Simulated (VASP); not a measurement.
# In (I4/mmm) in VASP: a series of runs

The runs below take In through relaxation of cell and atoms, with PBEsol.

All numbers are computed with VASP 6.6.1; they aren't measurements. Logs are shortened: lines on timing, memory, paths and dates and some standing lists are left out, and cuts for length are marked.

## 1. The crystal as given

Symmetry: I4/mmm, No. 139, tetragonal system. Conventional cell: a = 3.251 Å, b = 3.251 Å, c = 4.947 Å, α = 90.00°, β = 90.00°, γ = 90.00°. In (site symmetry 4/mmm) has 12 In at 3.25 to 3.38 Å as nearest neighbours.

## 2. Relaxation of cell and atoms, PBEsol

The input, INCAR:

```
ALGO = Normal
EDIFF = 1E-6
EDIFFG = -0.01
ENCUT = 600
GGA = PS
IBRION = 2
ISIF = 3
ISMEAR = 1
LASPH = True
LCHARG = False
LREAL = False
LWAVE = False
NELM = 80
NSW = 90
PREC = Accurate
SIGMA = 0.1
```

The input, KPOINTS:

```
k-points
0
Gamma
  20 20 20
```

The input, POSCAR:

```
In
1.0
   -1.6254700000      1.6254700000      2.4737000000
    1.6254700000     -1.6254700000      2.4737000000
    1.6254700000      1.6254700000     -2.4737000000
In
1
Direct
    0.0000000000      0.0000000000      0.0000000000
```

Potentials or basis: VASP PAW PBE potentials, release 64 (In_d).

Run with:

```
$ cat potpaw_PBE.64/In_d/POTCAR > POTCAR
$ mpirun -np 1 vasp_std > vasp.out
```

OUTCAR:

```text
EDIFF = 1E-6
   EDIFFG = -0.01
   ENCUT = 600
   GGA = PS
   IBRION = 2
   ISIF = 3
   ISMEAR = 1
   LASPH = True
   LREAL = False
   NELM = 80
   NSW = 90
   PREC = Accurate

 ion  position               nearest neighbor table
   1  0.000  0.000  0.000-

  LATTYP: Found a body centered tetragonal cell.
 ALAT       =     3.2509400000
 C/A-ratio  =     1.5218367611

  Lattice vectors:

 A1 = (  -1.6254700000,   1.6254700000,   2.4737000000)
 A2 = (   1.6254700000,  -1.6254700000,   2.4737000000)
 A3 = (   1.6254700000,   1.6254700000,  -2.4737000000)

Analysis of symmetry for initial positions (statically):
=====================================================================
 Subroutine PRICEL returns:
 Original cell was already a primitive cell.

 Routine SETGRP: Setting up the symmetry group for a
 body centered tetragonal supercell.

 Subroutine GETGRP returns: Found 16 space group operations
 (whereof 16 operations were pure point group operations)
 out of a pool of 16 trial point group operations.

The static configuration has the point symmetry D_4h.

Analysis of symmetry for dynamics (positions and initial velocities):
=====================================================================
 Subroutine PRICEL returns:
 Original cell was already a primitive cell.

 Routine SETGRP: Setting up the symmetry group for a
 body centered tetragonal supercell.

 Subroutine GETGRP returns: Found 16 space group operations
 (whereof 16 operations were pure point group operations)
 out of a pool of 16 trial point group operations.

The dynamic configuration has the point symmetry D_4h.

 Subroutine INISYM returns: Found 16 space group operations
 (whereof 16 operations are pure point group operations),
 and found     1 'primitive' translations

----------------------------------------------------------------------------------------

                                     Primitive cell

  volume of cell :      26.1436

  direct lattice vectors                    reciprocal lattice vectors
    -1.625470000  1.625470000  2.473700000     0.000000000  0.307603339  0.202126369
     1.625470000 -1.625470000  2.473700000     0.307603339  0.000000000  0.202126369
     1.625470000  1.625470000 -2.473700000     0.307603339  0.307603339  0.000000000

  length of vectors
     3.376906444  3.376906444  3.376906444     0.368069129  0.368069129  0.435016814

  position of ions in fractional coordinates (direct lattice)
     0.000000000  0.000000000  0.000000000

  ion indices of the primitive-cell ions
   primitive index   ion index
                 1           1

----------------------------------------------------------------------------------------

 KPOINTS: k-points

Automatic generation of k-mesh.
 Grid dimensions read from file:
 generate k-points for:   20   20   20

 Generating k-lattice:

  Cartesian coordinates                     Fractional coordinates (reciprocal lattice)
     0.000000000  0.015380167  0.010106318     0.050000000  0.000000000  0.000000000
     0.015380167  0.000000000  0.010106318     0.000000000  0.050000000  0.000000000
     0.015380167  0.015380167  0.000000000     0.000000000  0.000000000  0.050000000

  Length of vectors
     0.018403456  0.018403456  0.021750841

  Shift w.r.t. Gamma in fractional coordinates (k-lattice)
     0.000000000  0.000000000  0.000000000

 Subroutine IBZKPT returns following result:
 ===========================================

 Found    641 irreducible k-points:

 Following reciprocal coordinates:
            Coordinates               Weight
  0.000000  0.000000  0.000000      1.000000
  0.050000  0.000000 -0.000000      8.000000
  0.100000  0.000000 -0.000000      8.000000
  0.150000  0.000000  0.000000      8.000000
  0.200000  0.000000 -0.000000      8.000000
  0.250000  0.000000 -0.000000      8.000000
[... 16 lines left out ...]
 -0.400000  0.050000  0.000000     16.000000
 -0.350000  0.050000  0.000000     16.000000
 [... further k-points ...]
   k-points           NKPTS =    641   k-points in BZ     NKDIM =    641   number of bands    NBANDS=     10
   number of dos      NEDOS =    301   number of ions     NIONS =      1
   total plane-waves  NPLWV =  21952
   dimension x,y,z NGX =    28 NGY =   28 NGZ =   28
   dimension x,y,z NGXF=    56 NGYF=   56 NGZF=   56
   ions per type =               1
   NGX,Y,Z   is equivalent  to a cutoff of  13.78, 13.78, 13.78 a.u.
   NGXF,Y,Z  is equivalent  to a cutoff of  27.57, 27.57, 27.57 a.u.
 SYSTEM =  unknown system
   PREC   = accura    normal or accurate (medium, high low for compatibility)
   ISTART =      0    job   : 0-new  1-cont  2-samecut
   ICHARG =      2    charge: 1-file 2-atom 10-const
   ISPIN  =      1    spin polarized calculation?
   LNONCOLLINEAR =      F non collinear calculations
   LSORBIT =      F    spin-orbit coupling
   LASPH  =      T    aspherical Exc in radial PAW
   ENCUT  =  600.0 eV  44.10 Ry    6.64 a.u.   6.74  6.74  6.74*2*pi/ulx,y,z
   NELM   =     80;   NELMIN=  2; NELMDL= -5     # of ELM steps
   EDIFF  = 0.1E-05   stopping-criterion for ELM
   LREAL  =      F    real-space projection
   EDIFFG = -.1E-01   stopping-criterion for IOM
   NSW    =     90    number of steps for IOM
   IBRION =      2    ionic relax: 0-MD 1-quasi-New 2-CG
   NFREE  =      1    steps in history (QN), initial steepest desc. (CG)
   ISIF   =      3    stress and relaxation
   ISYM   =      2    0-nonsym 1-usesym 2-fastsym
   POTIM  = 0.5000    time-step for ionic-motion
   TEBEG  =    0.0;   TEEND  =   0.0 temperature during run
   PSTRESS=    0.0 pullay stress
   NELECT =      13.0000    total number of electrons
   NUPDOWN=      -1.0000    fix difference up-down
   EMIN   =  10.00;   EMAX   =-10.00  energy-range for DOS
   EFERMI =   0.00;   METHOD = LEGACY
   ISMEAR =     1;   SIGMA  =   0.10  broadening in eV -4-tet -1-fermi 0-gaus
   EFERMI_NEDOS =   21; number of points for ismear=-14 and -15
   IALGO  =     38    algorithm
   IMIX   =      4    mixing-type and parameters
     AMIX     =   0.40;   BMIX     =  1.00
     AMIX_MAG =   1.60;   BMIX_MAG =  1.00
  volume/ion in A,a.u.               =      26.14       176.43
  Fermi-wavevector in a.u.,A,eV,Ry     =   1.296983  2.450943 22.887245  1.682165
  Thomas-Fermi vector in A             =   2.428405
   LORBIT       =      0    0 simple, 1 ext, 2 COOP (PROOUT), +10 PAW based schemes
   GGA     = PS    functional components
   LHFCALC =     F    Hartree Fock is set to
   AEXX    =    0.0000 exact exchange contribution
   IVDW    =     0    specifies the selected vdW correction
   LEPSILON=     F    determine dielectric tensor
   LRPA    =     F    only Hartree local field effects (RPA)
 conjugate gradient relaxation of ions
 non-spin polarized calculation
 Methfessel and Paxton  Order N= 1 SIGMA  =   0.10
  energy-cutoff  :      600.00
  volume of cell :       26.14
 maximum number of plane-waves:       901
   NGX = 13   NGY = 13   NGZ = 13

--------------------------------------- Ionic step        1  -------------------------------------------

 number of electron      13.0000006 magnetization

 Free energy of the ion-electron system (eV)
  ---------------------------------------------------
  ext. energy  EPLUGINS =         0.00000000
  ---------------------------------------------------
  free energy    TOTEN  =        -2.98240184 eV

  energy without entropy =       -2.98224559  energy(sigma->0) =       -2.98234976

------------------------ aborting loop because EDIFF is reached ----------------------------------------

  FORCE on cell =-STRESS in cart. coord.  units (eV):
  Direction    XX          YY          ZZ          XY          YZ          ZX
  --------------------------------------------------------------------------------------
  -------------------------------------------------------------------------------------
  Total       -0.1203366     -0.1203366     -0.1742970      0.0000000     -0.0000000      0.0000000
  in kB       -7.3746813     -7.3746813    -10.6815806      0.0000000     -0.0000000      0.0000000
  external PRESSURE =      -8.4769811 kB  Pullay stress =       0.0000000 kB
[... 160 lines left out ...]
  energy  without entropy=       -2.9841956552  energy(sigma->0) =       -2.98422044

--------------------------------------- Ionic step        6  -------------------------------------------

 number of electron      13.0000005 magnetization

 Free energy of the ion-electron system (eV)
  ---------------------------------------------------
  ext. energy  EPLUGINS =         0.00000000
  ---------------------------------------------------
  free energy    TOTEN  =        -2.98434193 eV

  energy without entropy =       -2.98421782  energy(sigma->0) =       -2.98430056

 E-fermi :   7.6098     XC(G=0): -10.5087

 val. band max:        7.5949910434   @ k =  -0.3000   0.3000   0.3000
 cond. band min:       7.6166641813   @ k =   0.5000   0.1500   0.1000
 fundamental gap:      0.0216731379
 Fermi energy:         7.6097601479

 k-point     1 :       0.0000    0.0000    0.0000
  band No.  band energies     occupation
      1      -7.0047      2.00000
      2      -6.9408      2.00000
      3      -6.9408      2.00000
      4      -6.8108      2.00000
      5      -6.7473      2.00000
      6      -2.1129      2.00000
      7      18.3211      0.00000
      8      18.3211      0.00000
      9      18.4331      0.00000
     10      19.1952      0.00000
[... 287 lines left out ...]
 k-point    24 :      -0.3500    0.0500    0.0000
  band No.  band energies     occupation
      1      -7.0110      2.00000
      2      -6.9516      2.00000
      3      -6.9042      2.00000
      4      -6.7041      2.00000
      5      -6.6605      2.00000
      6       0.4921      2.00000
      7       8.1826     -0.00000
      8      15.5945      0.00000
      9      16.7233      0.00000
     10      18.6374      0.00000

 [... further k-points ...]

------------------------ aborting loop because EDIFF is reached ----------------------------------------

  FORCE on cell =-STRESS in cart. coord.  units (eV):
  Direction    XX          YY          ZZ          XY          YZ          ZX
  --------------------------------------------------------------------------------------
  -------------------------------------------------------------------------------------
  Total        0.0015643      0.0015643     -0.0077944     -0.0000000     -0.0000000     -0.0000000
  in kB        0.0978950      0.0978950     -0.4877835     -0.0000000     -0.0000000     -0.0000000
  external PRESSURE =      -0.0973311 kB  Pullay stress =       0.0000000 kB
[... 16 lines left out ...]
  FREE ENERGIE OF THE ION-ELECTRON SYSTEM (eV)
  ---------------------------------------------------
  free  energy   TOTEN  =        -2.9843419264 eV

  energy  without entropy=       -2.9842178222  energy(sigma->0) =       -2.98430056

 reached required accuracy - stopping structural energy minimisation
```

It took 9.4 min on 1 thread of Intel Xeon Platinum 8488C (Sapphire Rapids), shared host; peak memory 0.35 GiB.

Results:

| Quantity | Value |
| --- | --- |
| Free energy | -2.9843 eV |
| Relaxed volume | 25.60 Å³/atom |
| Relaxed cell | a = 3.333 Å, b = 3.333 Å, c = 3.333 Å, α = 121.42°, β = 121.42°, γ = 87.55° |
| Space group after relaxing (to 0.05 Å) | I4/mmm (No. 139) |
| Energy gained by relaxing | 1.9 meV/atom |
| Ionic steps | 6 |
| Pressure after relaxing | 0.0 GPa |
| Band gap on the k mesh | none (metal or under the smearing width) |

Step by step:
```csv
step,energy change (eV),largest force (eV/Å),pressure (GPa),volume (Å³)
1,0.0000,0.0000,-0.85,26.14
2,-0.0015,0.0000,0.01,25.62
3,-0.0015,0.0000,0.02,25.61
4,-0.0016,0.0000,0.02,25.61
5,-0.0018,0.0000,0.03,25.61
6,-0.0019,0.0000,-0.01,25.60
```

Final structure:
```
In
1.0
    -1.63071    1.63071    2.40687
     1.63071   -1.63071    2.40687
     1.63071    1.63071   -2.40687
In
1
Cartesian
  0.0000 0.0000 0.0000
```

Caveat: the PAW data sets were made with another functional, which shifts forces and pressure a little.

## 3. Relaxation of cell and atoms, PBEsol

This run uses another cell than the first one, of 25.60 Å³/atom, 0.979 times its volume.

Changes to INCAR since step 2:

```diff
@@ -1,4 +1,4 @@
 ALGO = Normal
-EDIFF = 1E-6
-EDIFFG = -0.01
+EDIFF = 1E-7
+EDIFFG = -0.005
 ENCUT = 600
```

KPOINTS is that of step 2.

The input, POSCAR:

```
In                                      
1.0
   -1.6307060178      1.6307060178      2.4068721778
    1.6307060178     -1.6307060178      2.4068721778
    1.6307060178      1.6307060178     -2.4068721778
  In            
     1
Direct
     0.0000000000000000    0.0000000000000000    0.0000000000000000
```

Potentials or basis: VASP PAW PBE potentials, release 64 (In_d).

Run with:

```
$ cat potpaw_PBE.64/In_d/POTCAR > POTCAR
$ mpirun -np 1 vasp_std > vasp.out
```

Wall time 19 min (1 thread of Intel Xeon Platinum 8488C (Sapphire Rapids), shared host); peak memory 0.36 GiB.

Results (log left out):

| Property | Result |
| --- | --- |
| Free energy | -2.9847 eV |
| Relaxed volume | 25.53 Å³/atom |
| Relaxed cell | a = 3.307 Å, b = 3.307 Å, c = 3.307 Å, α = 120.11°, β = 120.11°, γ = 89.81° |
| Space group after relaxing (to 0.05 Å) | Fm-3m (No. 225) |
| Energy gained by relaxing | 0.4 meV/atom |
| Ionic steps | 14 |
| Pressure after relaxing | 0.0 GPa |
| Band gap on the k mesh | none (metal or under the smearing width) |

The path:
```
step  energy change (eV)  largest force (eV/Å)  pressure (GPa)  volume (Å³)
   1              0.0000                0.0000           -0.02        25.60
   2              0.0000                0.0000            0.00        25.59
   3              0.0000                0.0000            0.06        25.56
   4              0.0000                0.0000            0.04        25.58
   5              0.0000                0.0000            0.03        25.58
   6              0.0000                0.0000            0.03        25.58
   7              0.0000                0.0000            0.03        25.58
   8              0.0000                0.0000            0.03        25.58
   9              0.0000                0.0000            0.03        25.57
  10             -0.0001                0.0000            0.04        25.56
  11             -0.0002                0.0000            0.04        25.54
  12             -0.0004                0.0000            0.09        25.50
  13             -0.0004                0.0000            0.08        25.50
  14             -0.0004                0.0000            0.02        25.53
```

Final structure:
```yaml
crystal:
  lattice:
    - [-1.65068, 1.65068, 2.34235]
    - [1.65068, -1.65068, 2.34235]
    - [1.65068, 1.65068, -2.34235]
  atoms:
    - { symbol: In, position: [0.00000, 0.00000, 0.00000] }
```

Levels at points of the mesh, in eV from the Fermi level:
```
           k point  band 4  band 5  band 6  band 7  band 8  band 9
(0.00, 0.00, 0.00)  -14.38  -14.37   -9.73   10.78   10.78   10.78
(0.50, 0.00, 0.00)  -14.21  -14.21   -4.34   -3.50    8.54    8.61
(0.50, 0.50, 0.00)  -14.17  -14.16   -2.29   -2.03    4.05    4.07
(0.50, 0.50, 0.50)  -14.17  -14.17   -2.32   -2.09    4.11    4.11
```

Caveat: the PAW data sets were made with another functional, which shifts forces and pressure a little.
